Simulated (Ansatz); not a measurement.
# Ge: a trial structure relaxed

Aim: relax a trial structure of Ge and see where it ends.

Method: DFT PBE, scalar-relativistic, plane waves, PAW, in Ansatz 0.2.0.

### Step 1. The system as given

The structure is trigonal, space group R-3c (No. 167). The conventional cell has a = 6.090 Å, b = 6.090 Å, c = 15.625 Å, α = 90.00°, β = 90.00°, γ = 120.00°. Ge (site symmetry 32) is surrounded by 3 Ge at 2.27 Å. Around Ge (site symmetry -3) lie 6 Ge at 2.32 Å. Around Ge (site symmetry 2) lie 3 Ge at 2.27 to 2.32 Å.

Coordinates:

```
Ge
1.0
     3.04499    1.75803    5.20834
    -3.04499    1.75803    5.20834
     0.00000   -3.51605    5.20834
Ge
10
Cartesian
  0.0000 0.0000 11.7188
  0.0000 0.0000 3.9063
  0.0000 0.0000 0.0000
  0.0000 0.0000 7.8125
  -0.7745 -1.7580 6.5104
  1.9098 0.2082 6.5104
  -1.1352 1.5498 6.5104
  -1.9098 -0.2082 9.1146
  0.7745 1.7580 9.1146
  1.1352 -1.5498 9.1146
```

Recipe of the guess: 3-, 6-connected net of one element (R-3c, No. 167). Its size is a rough estimate.

### Step 2. A first look at the guess

The input, input.yaml:

```yaml
crystal:
  lattice:
    - [3.04499273, 1.75802737, 5.20833975]
    - [-3.04499273, 1.75802737, 5.20833975]
    - [0.0, -3.51605475, 5.20833975]
  atoms:
    - { symbol: Ge, position: [0.75, 0.75, 0.75] }
    - { symbol: Ge, position: [0.25, 0.25, 0.25] }
    - { symbol: Ge, position: [0.0, 0.0, 0.0] }
    - { symbol: Ge, position: [0.5, 0.5, 0.5] }
    - { symbol: Ge, position: [0.12281586, 0.37718414, 0.75] }
    - { symbol: Ge, position: [0.75, 0.12281586, 0.37718414] }
    - { symbol: Ge, position: [0.37718414, 0.75, 0.12281586] }
    - { symbol: Ge, position: [0.25, 0.87718414, 0.62281586] }
    - { symbol: Ge, position: [0.87718414, 0.62281586, 0.25] }
    - { symbol: Ge, position: [0.62281586, 0.25, 0.87718414] }
basis:
  ecutwfc: 420
kpoints:
  mp_grid: { grid: [3, 3, 3] }
hamiltonian:
  xc: pbe
scf:
  occupations: { method: gaussian, width: 0.1 }
  lower_state_search: "off"
output:
  forces: true
  stress: true
  eigenvalues: true
```

Launch:

```bash
$ ansatz run input.yaml --threads 1 --pin off --max-ram 2560MiB --backend cpu --events-out ev --progress --plain --runs-dir out
```

Standard output (excerpt; [...] marks lines left out):

```text
Warning: RAYON_NUM_THREADS=1 ignored (pool sized by the plan → 1); use --threads N
[...]
Pseudopotentials: kind: paw
Pseudopotential: Ge, paw, valence charge 14, recommended cutoff 420 eV (normal), Ge.paw.azcp
Functional definition: PBE
[...]
Crystal: 10 atoms, lattice volume = 167.287 Å³
Basis set: ecut = 420 eV, 3257 PW (Γ), exchange–correlation on 90×90×90 points (8 copies of the dense FFT grid, shifted against one another)
Bands: 84, of which v1, the nominal top of the filled ones, is band 70 counted from 1 (69 counted from 0)
Symmetry: 12 space group operations
Space group: R-3c (ITA 167), of the structure as read, at distance tolerance 5.5e-5 Å
k-points: 6 of 27
[...]
Entropy (-TS):   -0.005951 eV (-0.595 meV/atom)
Fermi energy:    13.249068 eV
[...]
--- Forces (eV/Å), atoms counted from 1 ---
  atom   1  Ge     0.00000000    -0.00000000    -0.00000000
  atom   2  Ge     0.00000000    -0.00000000     0.00000000
  atom   3  Ge    -0.00000000     0.00000000     0.00000000
  atom   4  Ge    -0.00000000     0.00000000    -0.00000000
  atom   5  Ge     0.33694813     0.00000000    -0.00000000
  atom   6  Ge    -0.16847407     0.29180564     0.00000000
  atom   7  Ge    -0.16847407    -0.29180564    -0.00000000
  atom   8  Ge     0.16847407    -0.29180564    -0.00000000
[...]
--- Stress (GPa, compression-positive) ---
       38.929919      -0.000000       0.000000
       -0.000000      38.929919       0.000000
        0.000000       0.000000      23.366163
  P = ⅓ Tr σ = 33.7420 GPa (337.420 kbar)
--- Band table (eV; the first three rows and the last of 6) ---
[...]
```

It took 18 s on 1 thread of Intel Xeon at 2.50GHz (Skylake/Cascade Lake), shared host; peak memory 0.46 GiB.

The probe gives pressure 33.7 GPa, largest force 0.34 eV/Å, gap on this mesh none (metal). A guess like this is first relaxed loosely on the coarse mesh.

(Part 1 of 3 ends here.)
